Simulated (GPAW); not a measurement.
# MnO (Fm-3m) in GPAW: notebook

Aim: see how the results for MnO move with the level of theory and the settings. Levels: PBE+U, PBE. Tasks: single point, equation of state.

All numbers are computed with GPAW 26.7.0; they aren't measurements. Logs are shortened: lines on timing, memory, paths and dates and some standing lists are left out, and cuts for length are marked. The log counts tension as positive stress, the text compression.

### 1 Starting point

It takes space group Fm-3m (No. 225, cubic). Conventional cell: a = 4.448 Å, b = 4.448 Å, c = 4.448 Å, α = 90.00°, β = 90.00°, γ = 90.00°. Mn (site symmetry m-3m) has 6 O at 2.22 Å as nearest neighbours. O (site symmetry m-3m) has 6 Mn at 2.22 Å as nearest neighbours.

The cell is a database's computed one.

### 2 Single point, PBE+U, collinear spin, ferromagnetic start

Input file run.py:

```python
import spglib
from ase import Atoms
from ase.dft.bandgap import bandgap
from ase.io import read, write
from ase.units import GPa
from gpaw import GPAW, PW

atoms = read('MnO.cif')
cell, positions, numbers = spglib.find_primitive(
    (atoms.cell[:], atoms.get_scaled_positions(), atoms.numbers), symprec=1e-4)
atoms = Atoms(numbers, cell=cell, scaled_positions=positions, pbc=True)
atoms.set_initial_magnetic_moments([5.0, 0.0])

calc = GPAW(mode=PW(550),
            xc='PBE',
            kpts={'size': (8, 8, 8), 'gamma': True},
            occupations={'name': 'fermi-dirac', 'width': 0.05},
            setups={'Mn': 'v3:d,1.0'},
            nbands=-11,
            maxiter=120,
            txt='gpaw.txt')
atoms.calc = calc
energy = atoms.get_potential_energy()
forces = atoms.get_forces()
stress = atoms.get_stress()
calc.write('gs.gpw')
write('result.traj', atoms)
print(f'Energy: {energy:.6f} eV')
print('Forces (eV/A):')
print(forces.round(4))
print('Stress (GPa):', (stress / GPa).round(3))
print('Moments:', calc.get_magnetic_moments().round(3))
print('Fermi level:', round(calc.get_fermi_level(), 4), 'eV')
print(f'Gap: {bandgap(calc)[0]:.4f} eV, direct: {bandgap(calc, direct=True)[0]:.4f} eV')
```

Input file MnO.cif:

```cif
data_MnO
_cell_length_a 4.44781541
_cell_length_b 4.44781541
_cell_length_c 4.44781541
_cell_angle_alpha 90.00000000
_cell_angle_beta 90.00000000
_cell_angle_gamma 90.00000000
_space_group_name_H-M_alt 'Fm-3m'
_space_group_name_Hall '-F 4 2 3'
_space_group_IT_number 225
loop_
_space_group_symop_operation_xyz
'x,y,z'
'-x,-y,-z'
'-y,x,z'
'y,-x,-z'
'-x,-y,z'
'x,y,-z'
'y,-x,z'
'-y,x,-z'
'x,-y,-z'
'-x,y,z'
'-y,-x,-z'
'y,x,z'
'-x,y,-z'
'x,-y,z'
'y,x,-z'
'-y,-x,z'
'z,x,y'
'-z,-x,-y'
'z,-y,x'
'-z,y,-x'
'z,-x,-y'
'-z,x,y'
'z,y,-x'
'-z,-y,x'
'-z,x,-y'
'z,-x,y'
'-z,-y,-x'
'z,y,x'
'-z,-x,y'
'z,x,-y'
'-z,y,x'
'z,-y,-x'
'y,z,x'
'-y,-z,-x'
'x,z,-y'
'-x,-z,y'
'-y,z,-x'
'y,-z,x'
'-x,z,y'
'x,-z,-y'
'-y,-z,x'
'y,z,-x'
'-x,-z,-y'
'x,z,y'
'y,-z,-x'
'-y,z,x'
'x,-z,y'
'-x,z,-y'
'x,y+1/2,z+1/2'
'-x,-y+1/2,-z+1/2'
'-y,x+1/2,z+1/2'
'y,-x+1/2,-z+1/2'
[... 63 lines left out ...]
'-z+1/2,y,-x+1/2'
'z+1/2,-x,-y+1/2'
'-z+1/2,x,y+1/2'
'z+1/2,y,-x+1/2'
'-z+1/2,-y,x+1/2'
'-z+1/2,x,-y+1/2'
'z+1/2,-x,y+1/2'
'-z+1/2,-y,-x+1/2'
'z+1/2,y,x+1/2'
'-z+1/2,-x,y+1/2'
'z+1/2,x,-y+1/2'
'-z+1/2,y,x+1/2'
'z+1/2,-y,-x+1/2'
'y+1/2,z,x+1/2'
'-y+1/2,-z,-x+1/2'
'x+1/2,z,-y+1/2'
'-x+1/2,-z,y+1/2'
'-y+1/2,z,-x+1/2'
'y+1/2,-z,x+1/2'
'-x+1/2,z,y+1/2'
'x+1/2,-z,-y+1/2'
'-y+1/2,-z,x+1/2'
'y+1/2,z,-x+1/2'
'-x+1/2,-z,-y+1/2'
'x+1/2,z,y+1/2'
'y+1/2,-z,-x+1/2'
'-y+1/2,z,x+1/2'
'x+1/2,-z,y+1/2'
'-x+1/2,z,-y+1/2'
'x+1/2,y+1/2,z'
'-x+1/2,-y+1/2,-z'
'-y+1/2,x+1/2,z'
'y+1/2,-x+1/2,-z'
'-x+1/2,-y+1/2,z'
'x+1/2,y+1/2,-z'
'y+1/2,-x+1/2,z'
'-y+1/2,x+1/2,-z'
'x+1/2,-y+1/2,-z'
'-x+1/2,y+1/2,z'
'-y+1/2,-x+1/2,-z'
'y+1/2,x+1/2,z'
'-x+1/2,y+1/2,-z'
'x+1/2,-y+1/2,z'
'y+1/2,x+1/2,-z'
'-y+1/2,-x+1/2,z'
'z+1/2,x+1/2,y'
'-z+1/2,-x+1/2,-y'
'z+1/2,-y+1/2,x'
'-z+1/2,y+1/2,-x'
'z+1/2,-x+1/2,-y'
'-z+1/2,x+1/2,y'
'z+1/2,y+1/2,-x'
'-z+1/2,-y+1/2,x'
'-z+1/2,x+1/2,-y'
'z+1/2,-x+1/2,y'
'-z+1/2,-y+1/2,-x'
'z+1/2,y+1/2,x'
'-z+1/2,-x+1/2,y'
'z+1/2,x+1/2,-y'
'-z+1/2,y+1/2,x'
'z+1/2,-y+1/2,-x'
'y+1/2,z+1/2,x'
'-y+1/2,-z+1/2,-x'
'x+1/2,z+1/2,-y'
'-x+1/2,-z+1/2,y'
'-y+1/2,z+1/2,-x'
'y+1/2,-z+1/2,x'
'-x+1/2,z+1/2,y'
'x+1/2,-z+1/2,-y'
'-y+1/2,-z+1/2,x'
'y+1/2,z+1/2,-x'
'-x+1/2,-z+1/2,-y'
'x+1/2,z+1/2,y'
'y+1/2,-z+1/2,-x'
'-y+1/2,z+1/2,x'
'x+1/2,-z+1/2,y'
'-x+1/2,z+1/2,-y'
loop_
_atom_site_label
_atom_site_type_symbol
_atom_site_symmetry_multiplicity
_atom_site_Wyckoff_symbol
_atom_site_fract_x
_atom_site_fract_y
_atom_site_fract_z
_atom_site_occupancy
Mn1 Mn 4 a 0.0000000000 0.0000000000 0.0000000000 1
O1 O 4 b 0.5000000000 0.0000000000 0.0000000000 1
```

Potentials or basis: GPAW PAW data sets (gpaw-data 1.2.1), newer versions, pw.

On the command line:

```console
$ OMP_NUM_THREADS=1 python run.py
```

gpaw.txt:

```text
__  _  _
 | _ |_)|_||  |
 |__||  | ||/\| - 26.7.0

Input parameters:
  mode=PW(ecut=550.0),
  kpts=MonkhorstPack(size=(8, 8, 8), gamma=True),
  maxiter=120,
  nbands=-11,
  occupations=Occupations(name='fermi-dirac', width=0.05),
  setups={'Mn': 'v3:d,1.0'},
  xc=XC(name='PBE')

Diagonalizing LCAO Hamiltonian
Converting LCAO to pw mode

              O

       Mn

Atoms  # Å, Bohr magnetons
|   | symbol |        x |        y |        z |    initial magnetic moments |
|---|--------|----------|----------|----------|-----------------------------|
| 0 |     Mn | 0.000000 | 0.000000 | 0.000000 | ( 0.0000,  0.0000,  5.0000) |
| 1 |      O | 2.223908 | 2.223908 | 2.223908 | ( 0.0000,  0.0000,  0.0000) |

Unit cell  # Å
| periodic |        x |        y |        z |  lengths |    angles |
|----------|----------|----------|----------|----------|-----------|
|      yes | 0.000000 | 2.223908 | 2.223908 | 3.145080 | 60.000000 |
|      yes | 2.223908 | 0.000000 | 2.223908 | 3.145080 | 60.000000 |
|      yes | 2.223908 | 2.223908 | 0.000000 | 3.145080 | 60.000000 |

Number of symmetries: 48
Symmetry operations  # r_c * U_cc + t_c -> r_c
|    | kind |            matrix            |
|----|------|------------------------------|
|  0 |  σ   |  1, 0, 0,  1, 0,-1,  1,-1, 0 |
|  1 |  C2  |  1, 0, 0,  1,-1, 0,  1, 0,-1 |
|  2 |  E   |  1, 0, 0,  0, 1, 0,  0, 0, 1 |
|  3 |  σ   |  1, 0, 0,  0, 0, 1,  0, 1, 0 |
|  4 |  C4  |  1, 0,-1,  1, 0, 0,  1,-1, 0 |
|  5 |  S6  |  1, 0,-1,  1,-1, 0,  1, 0, 0 |
|  6 |  σ   |  1, 0,-1,  0, 1,-1,  0, 0,-1 |
|  7 |  C3  |  1, 0,-1,  0, 0,-1,  0, 1,-1 |
|  8 |  S6  |  1,-1, 0,  1, 0, 0,  1, 0,-1 |
|  9 |  C4  |  1,-1, 0,  1, 0,-1,  1, 0, 0 |
| 10 |  C3  |  1,-1, 0,  0,-1, 1,  0,-1, 0 |
| 11 |  σ   |  1,-1, 0,  0,-1, 0,  0,-1, 1 |
| 12 |  σ   |  0, 1, 0,  1, 0, 0,  0, 0, 1 |
| 13 |  C4  |  0, 1, 0,  0, 1,-1, -1, 1, 0 |
| 14 |  C3  |  0, 1, 0,  0, 0, 1,  1, 0, 0 |
| 15 |  S6  |  0, 1, 0, -1, 1, 0,  0, 1,-1 |
| 16 |  C2  |  0, 1,-1,  1, 0,-1,  0, 0,-1 |
| 17 |  σ   |  0, 1,-1,  0, 1, 0, -1, 1, 0 |
| 18 |  S4  |  0, 1,-1,  0, 0,-1,  1, 0,-1 |
| 19 |  C4  |  0, 1,-1, -1, 1, 0,  0, 1, 0 |
| 20 |  C3  |  0, 0, 1,  1, 0, 0,  0, 1, 0 |
| 21 |  σ   |  0, 0, 1,  0, 1, 0,  1, 0, 0 |
| 22 |  S6  |  0, 0, 1,  0,-1, 1, -1, 0, 1 |
| 23 |  C4  |  0, 0, 1, -1, 0, 1,  0,-1, 1 |
| 24 |  S4  |  0, 0,-1,  1, 0,-1,  0, 1,-1 |
| 25 |  C3  |  0, 0,-1,  0, 1,-1,  1, 0,-1 |
| 26 |  C2  |  0, 0,-1,  0,-1, 0, -1, 0, 0 |
| 27 |  S6  |  0, 0,-1, -1, 0, 0,  0,-1, 0 |
| 28 |  S4  |  0,-1, 1,  1,-1, 0,  0,-1, 0 |
| 29 |  C4  |  0,-1, 1,  0, 0, 1, -1, 0, 1 |
| 30 |  C2  |  0,-1, 1,  0,-1, 0,  1,-1, 0 |
| 31 |  σ   |  0,-1, 1, -1, 0, 1,  0, 0, 1 |
| 32 |  C3  |  0,-1, 0,  1,-1, 0,  0,-1, 1 |
| 33 |  S6  |  0,-1, 0,  0, 0,-1, -1, 0, 0 |
| 34 |  S4  |  0,-1, 0,  0,-1, 1,  1,-1, 0 |
| 35 |  C2  |  0,-1, 0, -1, 0, 0,  0, 0,-1 |
| 36 |  C2  | -1, 1, 0,  0, 1, 0,  0, 1,-1 |
| 37 |  S6  | -1, 1, 0,  0, 1,-1,  0, 1, 0 |
| 38 |  S4  | -1, 1, 0, -1, 0, 1, -1, 0, 0 |
| 39 |  C3  | -1, 1, 0, -1, 0, 0, -1, 0, 1 |
| 40 |  S6  | -1, 0, 1,  0, 0, 1,  0,-1, 1 |
| 41 |  C2  | -1, 0, 1,  0,-1, 1,  0, 0, 1 |
| 42 |  C3  | -1, 0, 1, -1, 1, 0, -1, 0, 0 |
| 43 |  S4  | -1, 0, 1, -1, 0, 0, -1, 1, 0 |
| 44 |  C2  | -1, 0, 0,  0, 0,-1,  0,-1, 0 |
| 45 |  i   | -1, 0, 0,  0,-1, 0,  0, 0,-1 |
| 46 |  σ   | -1, 0, 0, -1, 1, 0, -1, 0, 1 |
| 47 |  C2  | -1, 0, 0, -1, 0, 1, -1, 1, 0 |

BZ-sampling:
  Number of BZ points: 512
  Number of IBZ points: 29

  Monkhorst-Pack size: [8, 8, 8]
  Monkhorst-Pack shift: [0.0625, 0.0625, 0.0625]

K-points  # in reciprocal-cell coordinates
|     |                                coordinates |     weight |
|-----|--------------------------------------------|------------|
|   0 | (  0.00000000,   0.00000000,   0.00000000) | 0.00195312 |
|   1 | (  0.12500000,   0.12500000,   0.00000000) | 0.01171875 |
|   2 | (  0.12500000,   0.12500000,   0.12500000) | 0.01562500 |
|   3 | (  0.25000000,   0.12500000,   0.12500000) | 0.02343750 |
|   4 | (  0.25000000,   0.25000000,   0.00000000) | 0.01171875 |
|   5 | (  0.25000000,   0.25000000,   0.12500000) | 0.04687500 |
|   6 | (  0.25000000,   0.25000000,   0.25000000) | 0.01562500 |
|   7 | (  0.37500000,   0.25000000,  -0.37500000) | 0.04687500 |
|   8 | (  0.37500000,   0.25000000,   0.12500000) | 0.04687500 |
|   9 | (  0.37500000,   0.25000000,   0.25000000) | 0.04687500 |
| ... |                                            |            |
|  28 | (  0.50000000,   0.50000000,   0.50000000) | 0.00781250 |

Plane wave coefficients: 660
Cutoff: 550.0 eV

Spin-components: 2 (collinear spins)
Bands:           24
Projectors:      11
Spin-degeneracy: 1
Datatype:        complex128

Parallelization:
  kpt:    1
  domain: 1
  band:   1

Density:
  Valence electrons: 21.0
  Components: 2
  Grid points: [18 18 18]
  Charge: 0.0  # |e|

Potential:
  Grid points: [18 18 18]

species:
  Mn:
    name:    Manganese
    Z:       25.0
    valence: 15
    core:    10
    charge:  0.0  # [|e|]
    Hubbard: {U: 1.0,  # eV
              l: 2,
              scale: True}
    compensation charges:
      type: gauss
      rc: 0.29  # [Å]
      lmax: 2
    cutoffs:
      filter: 1.85  # [Å]
      core: 0.87  # [Å]
    projectors
    | kind |    occ | energy [eV] | rcut [Å] |
    |------|--------|-------------|----------|
    |   3s |  2.000 |     -85.879 |    1.005 |
    |   4s |  2.000 |      -5.107 |    1.005 |
    |   3p |  6.000 |     -54.593 |    0.953 |
    |   4p |  0.000 |      -1.370 |    0.953 |
    |   3d |  5.000 |      -6.771 |    1.058 |
    |    d |        |      20.441 |    1.058 |

    Using partial waves for Mn as LCAO basis

  O:
    name:    Oxygen
    Z:       8.0
    valence: 6
    core:    2
    charge:  0.0  # [|e|]
    compensation charges:
      type: gauss
      rc: 0.21  # [Å]
      lmax: 2
    cutoffs:
      filter: 1.17  # [Å]
      core: 0.83  # [Å]
    projectors
    | kind |    occ | energy [eV] | rcut [Å] |
    |------|--------|-------------|----------|
    |   2s |  2.000 |     -23.961 |    0.688 |
    |   2p |  4.000 |      -9.029 |    0.598 |
    |    s |        |       3.251 |    0.688 |
    |    p |        |      18.182 |    0.598 |
    |    d |        |       0.000 |    0.619 |

    Using partial waves for O as LCAO basis

Reference energy: -33559.499005  # eV

eigensolver:
  PPCG
  Converge bands: occupied
  niter=2

density mixing:
  MSR1-Mixer
  Pratt-step length: 0.05
  Maximum mixing coefficient: 0.75
  Old densities: 10
  SVD Regularization: 0.005
  Good broyden scale: 1.0
  Trust region scale: 1.0
  Backstep threshold: 4.0
  History deletion threshold: 6.0
  Fourier metric: weight=20.0, sigma=0.015

occupation numbers:
  Fermi-Dirac:
    width: 0.0500  # eV

poisson solver:
  ecut: 4400.0  # eV

xc functional:
  name: PBE with 2 nearest neighbor stencil

convergence criteria:
- Maximum [total energy] change in last 3 cyles: 0.0005 eV / valence electron
- Maximum integral of absolute [dens]ity change: 0.0001 electrons / valence electron
- Maximum integral of absolute [eigenst]ate change: 4e-08 eV^2 / valence electron
maximum number of iterations: 120

SCF iterations
|iter     | |      energy | eigst |  dens |  magmom |
|---------|-|-------------|-------|-------|---------|
|iter:   1| |  -17.620304 | -0.42 |       |  +5.0057|
|iter:   2| |  -17.334021 | -2.40 | -1.00 |  +5.0054|
|iter:   3| |  -16.670168 | -1.68 | -1.04 |  +5.0027|
|iter:   4| |  -16.685014 | -2.69 | -1.53 |  +4.9841|
|iter:   5| |  -16.691189 | -3.61 | -1.83 |  +4.9732|
|iter:   6| |  -16.692945c| -3.71 | -2.17 |  +4.9666|
|iter:   7| |  -16.693221c| -4.90 | -2.78 |  +4.9672|
|iter:   8| |  -16.693238c| -5.95 | -3.38 |  +4.9676|
|iter:   9| |  -16.693239c| -7.42c| -3.91 |  +4.9678|
|iter:  10| |  -16.693239c| -8.33c| -4.95c|  +4.9678|

Converged in 10 steps
Energy contributions relative to reference atoms: (reference = -33559.499005)

Energy contributions:
  Kinetic:          20.525195
  Coulomb:         -16.135219
  Zero:              0.150308
  External:          0.000000
  Xc:              -21.232153
  Entropy:          -0.002742
  Spinorbit:         0.000000
  ----------------------------
  Free energy:     -16.694610
  Extrapolated:    -16.693239

dipole moment: (-17.862342, -17.862342, -17.862342)  # |e|*Ang

Total magnetic moment: (0.000000, 0.000000, 4.967806)

Local magnetic moments
|        x |        y |        z |
|----------|----------|----------|
| 0.000000 | 0.000000 | 4.303214 |  # Mn   0
| 0.000000 | 0.000000 | 0.174439 |  # O    1

Fermi level: 9.627
Eigenvalues  # (at kpt = [0.000, 0.000, 0.000])
| band index |      eig [eV] | occ [0-1] |      eig [eV] | occ [0-1] |
|------------|---------------|-----------|---------------|-----------|
|          0 |       -71.876 |     1.000 |       -66.919 |     1.000 |
|        ... |               |           |               |           |
|          3 |       -40.627 |     1.000 |       -35.743 |     1.000 |
|          4 |       -10.497 |     1.000 |       -10.037 |     1.000 |
|          5 |         5.996 |     1.000 |         6.436 |     1.000 |
|          6 |         5.996 |     1.000 |         6.436 |     1.000 |
|          7 |         5.996 |     1.000 |         6.436 |     1.000 |
|          8 |         6.034 |     1.000 |        10.540 |     0.000 |
[... 8 lines left out ...]
|         17 |        25.761 |     0.000 |        27.611 |     0.000 |
|         18 |        29.197 |     0.000 |        31.696 |     0.000 |
|        ... |               |           |               |           |
|         23 |        39.432 |     0.000 |        40.055 |     0.000 |

No gap
No difference between direct/indirect transitions

Forces  # eV/Ang
|        x |       y |        z |
|----------|---------|----------|
|  0.00000 | 0.00000 |  0.00000 |  # Mn   0
| -0.00000 | 0.00000 | -0.00000 |  # O    1

Stress tensor  # eV/Ang^3
|         x |         y |         z |
|-----------|-----------|-----------|
|  0.042374 | -0.000000 | -0.000000 |
| -0.000000 |  0.042374 |  0.000000 |
| -0.000000 |  0.000000 |  0.042374 |

# Writing to gs.gpw (mode='')
```

Run time: 14 s. Hardware: 1 thread of AMD EPYC 9R45 (Zen 5), shared host; peak memory 0.16 GiB.

These settings aren't checked as converged: the numbers below hold their error.

What came out:

```yaml
Free_energy: -16.6946 eV
Pressure: -6.8 GPa
Band_gap_on_the_k_mesh: none (metal or under the smearing width)
Net_moment: 4.97 μB per cell
Site_moments: Mn +4.30; O +0.17 μB
```

Caveat: the cutoff is short for stress and forces, so pressures can be off by a GPa or more; a cell with one magnetic atom can't hold antiferromagnetic order, which such compounds often take.

### 3 Equation of state, PBE, collinear spin, ferromagnetic start

Input file run.py:

```python
from ase import Atoms
from ase.eos import EquationOfState
from ase.io import Trajectory
from ase.units import GPa
from gpaw import GPAW, PW

atoms = Atoms(['Mn', 'O'],
              cell=[[0.0, 2.2239077028, 2.2239077028],
                    [2.2239077028, 0.0, 2.2239077028],
                    [2.2239077028, 2.2239077028, 0.0]],
              scaled_positions=[[0.0, 0.0, 0.0],
                                [0.5, 0.5, 0.5]],
              pbc=True)
atoms.set_initial_magnetic_moments([4.0, 0.0])

traj = Trajectory('eos.traj', 'w')
volumes, energies = [], []
for x in [0.94, 0.96, 0.98, 1.0, 1.02, 1.04, 1.06]:
    a = atoms.copy()
    a.set_cell(atoms.cell * x**(1 / 3), scale_atoms=True)
    calc = GPAW(mode=PW(800),
                xc='PBE',
                kpts={'size': (8, 8, 8), 'gamma': True},
                occupations={'name': 'fermi-dirac', 'width': 0.05},
                nbands=21,
                convergence={'density': 1e-05, 'energy': 1e-05},
                maxiter=150,
                txt=f'eos-{x:.2f}.txt')
    a.calc = calc
    energies.append(a.get_potential_energy(force_consistent=True))
    volumes.append(a.get_volume())
    p = -a.get_stress()[:3].mean() / GPa
    calc.write(f'eos-{x:.2f}.gpw')
    traj.write(a)
    print(f'{x:.2f} {volumes[-1]:10.4f} A^3 {energies[-1]:14.6f} eV {p:9.3f} GPa', flush=True)

v0, e0, B = EquationOfState(volumes, energies, eos='birchmurnaghan').fit()
print(f'V0 = {v0:.4f} A^3, E0 = {e0:.6f} eV, B0 = {B / GPa:.2f} GPa')
```

Potentials or basis: GPAW PAW data sets (gpaw-data 1.2.1), pw.

On the command line:

```console
$ OMP_NUM_THREADS=1 python run.py
```

Wall time 2.2 min (1 thread of Intel Xeon 6975P-C (Granite Rapids), shared host); peak memory 0.26 GiB.

It converged, with:

```yaml
Equilibrium_volume: 11.09 Å³/atom
Bulk_modulus: 110 GPa
Pressure_derivative_of_the_bulk_modulus: "4.5 (rough: it moves with the points fitted)"
```

Energy against volume, from the lowest point:
```tsv
volume (Å³/atom)	energy (meV/atom)
10.339	19.48
10.559	8.80
10.779	2.80
10.999	0.04
11.219	0.00
11.439	2.90
11.659	8.80
```
